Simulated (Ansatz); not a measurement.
**Slab bands of 3 layers of Au on Ag(111)**

Wanted: the bands of 3 layers of Au on Ag(111), and its levels against the vacuum.

Method: plane-wave DFT, PBE, Ansatz PAW, in the first sound run; inputs show where later runs differ, in Ansatz 0.2.0.

### Step 1. Starting point

The cell holds 11 atoms: 8 Ag and 3 Au. Its edges and angles: a = 2.892 Å, b = 2.892 Å, c = 41.614 Å, α = 90.0°, β = 90.0°, γ = 60.0°. Vacuum lies along c.

### Step 2. Relaxation

The structure is relaxed first, because levels and dipoles at a surface follow the positions of the outer atoms.

File input.yaml:

```yaml
crystal:
  lattice:
    - [2.8920667351, 0.0, 0.0]
    - [1.4460333675, 2.504603262, 0.0]
    - [0.0, 0.0, 41.6136260099]
  atoms:
    - { symbol: Ag, position: [0.6666666667, 0.6666666667, 0.2162753132] }
    - { symbol: Ag, position: [0.0, 0.0, 0.2730202506] }
    - { symbol: Ag, position: [0.3333333333, 0.3333333333, 0.3297651879] }
    - { symbol: Ag, position: [0.6666666667, 0.6666666667, 0.3865101253] }
    - { symbol: Ag, position: [0.0, 0.0, 0.4432550626] }
    - { symbol: Ag, position: [0.3333333333, 0.3333333333, 0.5] }
    - { symbol: Ag, position: [0.6666666667, 0.6666666667, 0.5567449374] }
    - { symbol: Ag, position: [0.0, 0.0, 0.6134898747] }
    - { symbol: Au, position: [0.3333333333, 0.3333333333, 0.6702348121] }
    - { symbol: Au, position: [0.6666666667, 0.6666666667, 0.7269797494] }
    - { symbol: Au, position: [0.0, 0.0, 0.7837246868] }
kpoints:
  mp_grid: { grid: [18, 18, 1] }
hamiltonian:
  xc: pbe
scf:
  occupations: { method: fermi_dirac, width: 0.1 }
  convergence: { dr2_threshold: 1.0e-08 }
efield:
  axis: 3
  dipole_correction: true
  ramp_position: 0.97
  ramp_width: 0.06
relax:
  f_tol: 0.01
  max_steps: 60
  constraints: [{ sites: [2, 3, 4, 5] }]
output:
  write_potential: true
  write_density: true
  volumetric_format: npy
```

Command:

```
> ansatz run input.yaml --threads 8 --pin off --max-ram 12288MiB --backend cpu --events-out ev --progress --plain --runs-dir out
```

Numbers of over 12 decimals in the logs are rounded to 6 here.

Log:

```text
Engine: ansatz 0.2.0, aarch64-unknown-linux-gnu
Pseudopotentials: kind: paw
Pseudopotential: Ag, paw, valence charge 19, recommended cutoff 420 eV (normal), Ag.paw.azcp
Pseudopotential: Au, paw, valence charge 19, recommended cutoff 420 eV (normal), Au.paw.azcp
Functional definition: PBE
  parameter kappa = 0.804
  parameter beta = 0.066725
  exchange = pbe_x(kappa = kappa, mu = beta*pi^2/3)
  correlation = pbe_c(beta = beta)
Crystal: 11 atoms, lattice volume = 301.427 Å³
Basis set: ecut = 420 eV, 5887 PW (Γ), exchange–correlation on 40×40×576 points (8 copies of the dense FFT grid, shifted against one another)
Bands: 126, of which v1, the nominal top of the filled ones, is band 105 counted from 1 (104 counted from 0)
Symmetry: 6 space group operations
Space group: P3m1 (ITA 156), of the structure as read, at distance tolerance 6.7e-5 Å
k-points: 37 of 324 (time reversal used)
Non-local potential: Ag, projectors of the file, l = 0: 3, l = 1: 2, l = 2: 2, l = 3: 1
Non-local potential: Au, projectors of the file, l = 0: 3, l = 1: 2, l = 2: 2, l = 3: 1
PAW form: soft (Blöchl's): semilocal exchange-correlation on the pseudo side does not see the compensation charge
PAW one-centre angular grid: Ag, 590 points (default); XC on 64 Gauss nodes
PAW one-centre angular grid: Au, 590 points (default); XC on 64 Gauss nodes
Initial density: superposition of atomic densities (neutral atoms: chi_scale 0, normalization atom), corrected by the library's trained network
Initial wavefunctions: pseudopotential atomic-orbital guess
Functional: x = pbe(κ = 0.804, μ = 0.219515), c = pbe(β = 0.066725)
SCF iter   1: F=—  HF=-100171.758035 eV  |F-HF|=—  |Δ(HF+E_count)|=         —  Δρ=2.06e-3  dr2=4.93e-1  ethr=1.77e-3  p=-0.016 e·Å  D=-9.65e-3 V/Å  ΔV_dip=0.40 eV  dr2_dipole=8.06e-2  V_vac-E_F(+/−)=4.77/4.36 eV  ⟨swp⟩=5.9  Hψ=17417  notcnv=0  defer=219
efield: sawtooth ramp at fractional position 0.9700 (set: `efield.ramp_position`, or a place that a band, a saddle search or an elastic batch's reference lends), width 0.0600; the density the first Hamiltonian is built on has a dipole p = -0.016 e·Å; the dipole correction subtracts the counter field D = -9.65e-3 V/Å, which shifts the + side's vacuum level by +0.40 eV against the − side's; the planar-averaged density in the ramp window peaks in size at 1.6e-5 e/Å³
preconditioner: auto → LDOS  [metal: Δε(μ)=0.019 eV  Ē_g=10.163 eV  σ=0.100 eV  W_gap=0.05  n_scr=74 (ndim 8)  ℏωp=23.5 eV  f_vac=0.360  D(μ)=3.42/eV (n_scr^D=18)  β→1.0]
SCF iter   2: F=—  HF=-100171.754217 eV  |F-HF|=—  |Δ(HF+E_count)|=   3.82e-3  Δρ=1.06e-3  dr2=7.68e-3  ethr=2.36e-4  p=-0.029 e·Å  D=-1.74e-2 V/Å  ΔV_dip=0.73 eV  dr2_dipole=3.03e-4  V_vac-E_F(+/−)=5.18/4.45 eV  ⟨swp⟩=1.9  Hψ=5626  notcnv=0  defer=274
SCF iter   3: F=—  HF=-100171.754644 eV  |F-HF|=—  |Δ(HF+E_count)|=   4.27e-4  Δρ=6.65e-4  dr2=3.45e-3  ethr=3.68e-6  p=-0.027 e·Å  D=-1.60e-2 V/Å  ΔV_dip=0.66 eV  dr2_dipole=3.11e-6  V_vac-E_F(+/−)=5.12/4.45 eV  ⟨swp⟩=2.6  Hψ=8473  notcnv=0  defer=274
SCF iter   4: F=—  HF=-100171.754091 eV  |F-HF|=—  |Δ(HF+E_count)|=   5.54e-4  Δρ=2.13e-4  dr2=2.40e-4  ethr=1.65e-6  p=-0.028 e·Å  D=-1.70e-2 V/Å  ΔV_dip=0.71 eV  dr2_dipole=2.97e-7  V_vac-E_F(+/−)=5.16/4.45 eV  ⟨swp⟩=2.2  Hψ=7740  notcnv=0  defer=274
SCF iter   5: F=—  HF=-100171.754047 eV  |F-HF|=—  |Δ(HF+E_count)|=   4.37e-5  Δρ=3.29e-5  dr2=6.64e-6  ethr=1.15e-7  p=-0.028 e·Å  D=-1.70e-2 V/Å  ΔV_dip=0.71 eV  dr2_dipole=2.32e-6  V_vac-E_F(+/−)=5.16/4.45 eV  ⟨swp⟩=3.0  Hψ=8978  notcnv=0  defer=274
SCF iter   6: F=—  HF=-100171.754423 eV  |F-HF|=—  |Δ(HF+E_count)|=   3.76e-4  Δρ=1.25e-5  dr2=1.40e-6  ethr=3.18e-9  p=-0.028 e·Å  D=-1.71e-2 V/Å  ΔV_dip=0.71 eV  dr2_dipole=1.16e-6  V_vac-E_F(+/−)=5.16/4.45 eV  ⟨swp⟩=2.1  Hψ=8418  notcnv=0  defer=274
SCF iter   7: F=—  HF=-100171.754423 eV  |F-HF|=—  |Δ(HF+E_count)|=   1.05e-7  Δρ=3.76e-6  dr2=1.06e-7  ethr=6.70e-10  p=-0.029 e·Å  D=-1.71e-2 V/Å  ΔV_dip=0.71 eV  dr2_dipole=1.19e-7  V_vac-E_F(+/−)=5.16/4.45 eV  ⟨swp⟩=2.1  Hψ=6574  notcnv=0  defer=274
SCF iter   8: F=—  HF=-100171.754423 eV  |F-HF|=—  |Δ(HF+E_count)|=   8.15e-9  Δρ=1.49e-6  dr2=1.31e-8  ethr=4.78e-12  p=-0.029 e·Å  D=-1.71e-2 V/Å  ΔV_dip=0.71 eV  dr2_dipole=1.15e-8  V_vac-E_F(+/−)=5.16/4.45 eV  ⟨swp⟩=10.3  Hψ=32549  notcnv=0
SCF iter   9: F=-100171.754423 eV  HF=-100171.754423 eV  |F-HF|=3.06e-9  |Δ(HF+E_count)|=   1.80e-8  Δρ=5.03e-7  dr2=1.66e-9  ethr=4.78e-12  p=-0.029 e·Å  D=-1.72e-2 V/Å  ΔV_dip=0.71 eV  dr2_dipole=1.07e-10  V_vac-E_F(+/−)=5.16/4.45 eV  ⟨swp⟩=8.7  Hψ=28096  notcnv=0
SCF 1 converged in 9 iterations: F = -100171.754423 eV  dr2 = 1.66e-9
  greatest PAW one-centre occupation: 1.000 electrons in one spin orbital (limit 2), on the Ag atom at site 3 (counted from 0), in its partial waves of l = 0
relax step   1: F+E_penalty+E_count = -100171.75442274 eV  Δ(F+E_penalty+E_count) = +0.000e0 eV  max|allowed force component| = 4.285e-1 eV/Å  Δτ_max = 0.0000 Å  (9 SCF iters, accepted)
Initial density: handed on by an earlier stage of this run
Initial wavefunctions: those handed on with the density
iter 1 solved again at ethr=4.17e-5 eV; its pass at ethr=3.10e-3 eV (dr2=8.71e-2 eV) is discarded
SCF iter   1: F=—  HF=-100171.816265 eV  |F-HF|=—  |Δ(HF+E_count)|=         —  Δρ=4.28e-3  dr2=1.43e-1  ethr=4.17e-5  p=-0.029 e·Å  D=-1.72e-2 V/Å  ΔV_dip=0.71 eV  dr2_dipole=5.90e-2  V_vac-E_F(+/−)=5.19/4.47 eV  ⟨swp⟩=2.1  Hψ=18174  notcnv=0  defer=324
efield: sawtooth ramp at fractional position 0.9700 (set: `efield.ramp_position`, or a place that a band, a saddle search or an elastic batch's reference lends), width 0.0600; the density the first Hamiltonian is built on has a dipole p = -0.029 e·Å; the dipole correction subtracts the counter field D = -1.72e-2 V/Å, which shifts the + side's vacuum level by +0.71 eV against the − side's; the planar-averaged density in the ramp window peaks in size at 2.8e-6 e/Å³
eigensolver tolerance schedule calibrated: the retry pair's looser diagonalisation under-reported the residual by θ = 0.39 (0.21/decade); ethr = c·dr2/N_el runs at the constant in force after the calibration composes with the one it found (an armed cap, an earlier calibration), c = 2.3e-2
preconditioner: auto → LDOS  [metal: Δε(μ)=0.030 eV  Ē_g=10.128 eV  σ=0.100 eV  W_gap=0.07  n_scr=74 (ndim 8)  ℏωp=23.5 eV  f_vac=0.354  D(μ)=3.40/eV (n_scr^D=18)  β→1.0]
[...]
SCF iter   7: F=—  HF=-100171.821701 eV  |F-HF|=—  |Δ(HF+E_count)|=   3.80e-4  Δρ=1.16e-5  dr2=6.39e-7  ethr=8.48e-9  p=-0.031 e·Å  D=-1.87e-2 V/Å  ΔV_dip=0.78 eV  dr2_dipole=1.50e-7  V_vac-E_F(+/−)=5.26/4.49 eV  ⟨swp⟩=2.1  Hψ=6853  notcnv=0  defer=338
SCF iter   8: F=—  HF=-100171.821702 eV  |F-HF|=—  |Δ(HF+E_count)|=   1.40e-7  Δρ=2.93e-6  dr2=2.84e-8  ethr=3.06e-10  p=-0.031 e·Å  D=-1.87e-2 V/Å  ΔV_dip=0.78 eV  dr2_dipole=3.81e-10  V_vac-E_F(+/−)=5.26/4.49 eV  ⟨swp⟩=2.4  Hψ=8269  notcnv=0  defer=338
SCF iter   9: F=-100171.821702 eV  HF=-100171.821702 eV  |F-HF|=5.30e-9  |Δ(HF+E_count)|=   1.29e-8  Δρ=9.68e-7  dr2=2.64e-9  ethr=4.78e-12  p=-0.031 e·Å  D=-1.87e-2 V/Å  ΔV_dip=0.78 eV  dr2_dipole=7.75e-10  V_vac-E_F(+/−)=5.26/4.49 eV  ⟨swp⟩=9.8  Hψ=31636  notcnv=0
SCF 3 converged in 9 iterations: F = -100171.821702 eV  dr2 = 2.64e-9
relax step   3: F+E_penalty+E_count = -100171.82170157 eV  Δ(F+E_penalty+E_count) = -2.045e-2 eV  max|allowed force component| = 1.183e-1 eV/Å  Δτ_max = 0.1935 Å  (9 SCF iters, accepted)
[...]
relax step   4: F+E_penalty+E_count = -100171.82385319 eV  Δ(F+E_penalty+E_count) = -2.152e-3 eV  max|allowed force component| = 2.866e-2 eV/Å  Δτ_max = 0.0498 Å  (8 SCF iters, accepted)
SCF iter   1: F=—  HF=-100171.823611 eV  |F-HF|=—  |Δ(HF+E_count)|=         —  Δρ=1.84e-4  dr2=1.19e-4  ethr=7.48e-7  p=-0.031 e·Å  D=-1.88e-2 V/Å  ΔV_dip=0.78 eV  dr2_dipole=1.65e-5  V_vac-E_F(+/−)=5.27/4.49 eV  ⟨swp⟩=3.2  Hψ=8821  notcnv=0  defer=364
efield: sawtooth ramp at fractional position 0.9700 (set: `efield.ramp_position`, or a place that a band, a saddle search or an elastic batch's reference lends), width 0.0600; the density the first Hamiltonian is built on has a dipole p = -0.031 e·Å; the dipole correction subtracts the counter field D = -1.88e-2 V/Å, which shifts the + side's vacuum level by +0.78 eV against the − side's; the planar-averaged density in the ramp window peaks in size at 3.0e-6 e/Å³
SCF iter   2: F=—  HF=-100171.823573 eV  |F-HF|=—  |Δ(HF+E_count)|=   3.82e-5  Δρ=1.32e-4  dr2=1.10e-4  ethr=5.70e-8  p=-0.031 e·Å  D=-1.88e-2 V/Å  ΔV_dip=0.78 eV  dr2_dipole=1.28e-5  V_vac-E_F(+/−)=5.27/4.49 eV  ⟨swp⟩=2.7  Hψ=8877  notcnv=0  defer=365
SCF iter   3: F=—  HF=-100171.823555 eV  |F-HF|=—  |Δ(HF+E_count)|=   1.77e-5  Δρ=1.53e-5  dr2=1.54e-6  ethr=5.26e-8  p=-0.031 e·Å  D=-1.88e-2 V/Å  ΔV_dip=0.78 eV  dr2_dipole=1.08e-8  V_vac-E_F(+/−)=5.27/4.49 eV  ⟨swp⟩=2.1  Hψ=6791  notcnv=0  defer=365
SCF iter   4: F=—  HF=-100171.823948 eV  |F-HF|=—  |Δ(HF+E_count)|=   3.93e-4  Δρ=1.14e-5  dr2=6.23e-7  ethr=7.38e-10  p=-0.031 e·Å  D=-1.88e-2 V/Å  ΔV_dip=0.78 eV  dr2_dipole=6.87e-9  V_vac-E_F(+/−)=5.27/4.49 eV  ⟨swp⟩=2.9  Hψ=9444  notcnv=0  defer=365
SCF iter   5: F=—  HF=-100171.823948 eV  |F-HF|=—  |Δ(HF+E_count)|=   1.13e-7  Δρ=1.95e-6  dr2=2.58e-8  ethr=2.98e-10  p=-0.031 e·Å  D=-1.88e-2 V/Å  ΔV_dip=0.78 eV  dr2_dipole=9.51e-10  V_vac-E_F(+/−)=5.27/4.48 eV  ⟨swp⟩=2.1  Hψ=7552  notcnv=0  defer=365
SCF iter   6: F=-100171.823948 eV  HF=-100171.823948 eV  |F-HF|=9.31e-10  |Δ(HF+E_count)|=   2.81e-9  Δρ=4.59e-7  dr2=5.73e-10  ethr=4.78e-12  p=-0.031 e·Å  D=-1.88e-2 V/Å  ΔV_dip=0.78 eV  dr2_dipole=9.84e-12  V_vac-E_F(+/−)=5.27/4.48 eV  ⟨swp⟩=9.5  Hψ=30789  notcnv=0
SCF 5 converged in 6 iterations: F = -100171.823948 eV  dr2 = 5.73e-10
relax step   5: F+E_penalty+E_count = -100171.82394766 eV  Δ(F+E_penalty+E_count) = -9.447e-5 eV  max|allowed force component| = 5.535e-3 eV/Å  Δτ_max = 0.0089 Å  (6 SCF iters, accepted)
NSCF: frozen V_eff on 37 k-points
the band table was solved once a step of the walk had ended and its energy, with any forces and stress, was formed, with the checks that follow a solve (23010 applications of the Hamiltonian). They found nothing against the state; the energy, forces and stress were not computed again (output.eigenvalues in the input reference)
WARN: The output density's exchange-correlation potential varies sharply where the density is thin. Do not read a vacuum level from v_tot or v_xc, or from such a field of the output density. On a cell that repeats whose density bears no net charge and no dipole along the vacuum's axis use v_es (v_loc + v_h of the components); under efield.dipole_correction with no amplitude use v_es + v_field, which holds any externa [...]
SCF converged after 6 iterations
Free energy (F): -100171.823948 eV
Harris-Foulkes:  -100171.823948 eV  (|F-HF|=9.31e-10)
Internal energy: -100171.714107 eV  (E = F + TS)
E sigma→0 (E₀):  -100171.769027 eV
Entropy (-TS):   -0.109841 eV (-9.986 meV/atom)
Fermi energy:    9.492883 eV
Dipole field:    D = -0.018805 V/Å  (p = -0.031326 e·Å, saw-weighted, corrected)
Work function:   Φ+ = 5.2675 eV   Φ− = 4.4849 eV
Levels:          The Fermi level and band energies are counted from a zero that moves with the ramp; work functions are not
--- Per-component energies (eV) ---
  E_band       = -4291.834166
  E_kinetic    = 6030.783238
  E_local      = -531047.910567  (includes V_loc(G=0)·N_el)
  E_nonlocal   = 863.047275
  E_hartree    = 263470.953809
  E_xc         = -2161.248355
  E_vxc        = -2702.414357  (∫ρ·V_xc dr)
  E_paw        = -60336.583953  (= ΣΔE_a)
  E_vpaw       = -4377.571201  (= ΣTr[D̂ρ^β])
  E_aug_tail   = 0.006919  (compensation charges beyond the density's cutoff)
  E_efield     = 0.000295  (sawtooth field / dipole correction)
  E_vefield    = 0.319619  (∫n·V_field dr)
  E_ewald      = 223009.237234
  E_smearing   = -0.109841  (= −TS)
  E_closure    = -0.000000  (closes the sum)
  Σ components = -100171.823948   (vs F -100171.823948, Δ=0.00e0)
--- Forces (eV/Å), atoms counted from 1 ---
  atom   1  Ag    -0.00000000     0.00000000    -0.00051864
  atom   2  Ag     0.00000000     0.00000000     0.00061730
  atom   3  Ag    -0.00000000     0.00000000    -0.17555589
  atom   4  Ag    -0.00000000     0.00000000    -0.01418297
  atom   5  Ag    -0.00000000    -0.00000000     0.00506994
  atom   6  Ag     0.00000000    -0.00000000     0.18050987
  atom   7  Ag    -0.00000000    -0.00000000     0.00235135
  atom   8  Ag    -0.00000000    -0.00000000     0.00553468
  atom   9  Au    -0.00000000    -0.00000000    -0.00474995
  atom  10  Au     0.00000000     0.00000000     0.00181109
  atom  11  Au     0.00000000     0.00000000    -0.00088744
  max |Σ_I F_I| component: 6.71e-7 eV/Å
--- Band table (eV; the first three rows and the last of 37) ---
  k-point 0: bands = [... 101 lower, 6.6124, 6.6124, 7.0235, 7.0235, 7.1941, 7.4748, 7.4748, 8.1728, ... 17 higher]
  k-point 1: bands = [... 101 lower, 6.5964, 6.6332, 7.0208, 7.0340, 7.3194, 7.4743, 7.5720, 8.4118, ... 17 higher]
  k-point 2: bands = [... 101 lower, 6.5647, 6.7995, 7.0106, 7.0288, 7.4722, 7.4939, 8.0829, 8.9214, ... 17 higher]
  k-point 36: bands = [... 101 lower, 12.7313, 12.7512, 12.7754, 12.8036, 12.9994, 12.9996, 13.2078, 13.4367, ... 17 higher]
--- Relaxed structure (5 steps of the walk, 5 accepted, 0 SCFs on fresh bases) ---
  F+E_penalty+E_count = -100171.82394766 eV   max|allowed force component| = 5.535e-3 eV/Å
  atoms:
    - { symbol: Ag, position: [0.666667, 0.666667, 0.213712] }
    - { symbol: Ag, position: [-1.6144772863177167e-18, 7.233156525096904e-19, 0.271844] }
    - { symbol: Ag, position: [0.333333, 0.333333, 0.329765] }
    - { symbol: Ag, position: [0.666667, 0.666667, 0.386510] }
    - { symbol: Ag, position: [0.0, 0.0, 0.443255] }
    - { symbol: Ag, position: [0.333333, 0.333333, 0.500000] }
    - { symbol: Ag, position: [0.666667, 0.666667, 0.558250] }
    - { symbol: Ag, position: [3.644157054648369e-18, -1.6326496880254376e-18, 0.616145] }
    - { symbol: Au, position: [0.333333, 0.333333, 0.674373] }
    - { symbol: Au, position: [0.666667, 0.666667, 0.733747] }
    - { symbol: Au, position: [1.3902618383132475e-17, -6.228629893161434e-18, 0.793855] }
```

Wall time 3.2 min (8 threads of Arm Neoverse N1, shared host); peak memory 2.2 GiB.

Relaxation path:

```csv
step,energy less that of the first step (eV),largest force component (eV/Å)
1,0.0000,0.4285
2,-0.0468,0.1347
3,-0.0673,0.1183
4,-0.0694,0.0287
5,-0.0695,0.0055
```

Forces are held to the 6 operations that the run works with; a distortion that breaks them can't arise in this run.

The atoms that moved most (Å):

```csv
atom,dx,dy,dz,length
Au11,0.000,0.000,0.422,0.422
Au10,0.000,0.000,0.282,0.282
Au9,0.000,0.000,0.172,0.172
Ag8,0.000,0.000,0.110,0.110
Ag1,0.000,0.000,-0.107,0.107
Ag7,0.000,0.000,0.063,0.063
Ag2,0.000,0.000,-0.049,0.049
```

This step gave:

- energy at zero smearing: -100171.7690 eV
- work function, upper face: 5.267 eV
- work function, lower face: 4.485 eV
- dipole along the normal: -0.03133 e·Å
- step between the vacuum levels: 0.7826 eV

The relaxation took 5 steps and lowered the energy by 0.070 eV; the largest force on the free atoms ends at 0.0055 eV/Å.

The work function of the upper face is 5.27 eV.

(Part 1 of 3 ends here.)

[Logs are printed without paths, hosts, clocks, repeated set-up lines and the standing remarks that a program may print on its own settings, such as how far it seeks lower states.]

[Hosts, paths, dates, database ids (printed as entryN), source tags and the programs' standing remarks are cut or masked in the printed files.]

[Maps of the electrostatic potential energy from Ansatz leave out the sawtooth potential of an applied field or a dipole correction, so their vacuum need not be flat; planar profiles and work functions include it.]
